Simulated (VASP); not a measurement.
InP:

```
In P
1.0
     0.00000    2.76883    2.76883
     2.76883    0.00000    2.76883
     2.76883    2.76883    0.00000
In P
1 1
Direct
  0.00000 0.00000 0.00000
  0.50000 0.50000 0.50000
```

Measurements of this composition are mostly on another form, of space group No. 216.

```yaml
Program: VASP 6.6.1
Task: relaxation of cell and atoms
Functional: MS2
Potentials_or_basis: VASP PAW PBE potentials, release 64 (In_d, P)
Cutoff: 600 eV
k_mesh: 8 × 8 × 8
Occupations: gaussian, width 0.05 eV
Spin: no spin polarisation
```

At the start: pressure -3.0 GPa; volume 21.23 Å³/atom.

Where does the relaxation end?

Over 3 steps the energy falls by 7.5 meV/atom and the volume is 20.45 Å³/atom (-3.6 %); space group Fm-3m (No. 225, to 0.05 Å).

Step by step:
| step | energy change (eV) | largest force (eV/Å) | pressure (GPa) | volume (Å³) |
| --- | --- | --- | --- | --- |
| 1 | 0.0000 | 0.0000 | -3.02 | 42.45 |
| 2 | -0.0099 | 0.0000 | 1.94 | 40.04 |
| 3 | -0.0150 | 0.0000 | -0.05 | 40.91 |

Final structure:
```
In P
1.0
     0.00000    2.73484    2.73484
     2.73484    0.00000    2.73484
     2.73484    2.73484    0.00000
In P
1 1
Direct
  0.00000 0.00000 0.00000
  0.50000 0.50000 0.50000
```

Caveat: the PAW data sets were made with another functional, which shifts forces and pressure a little.
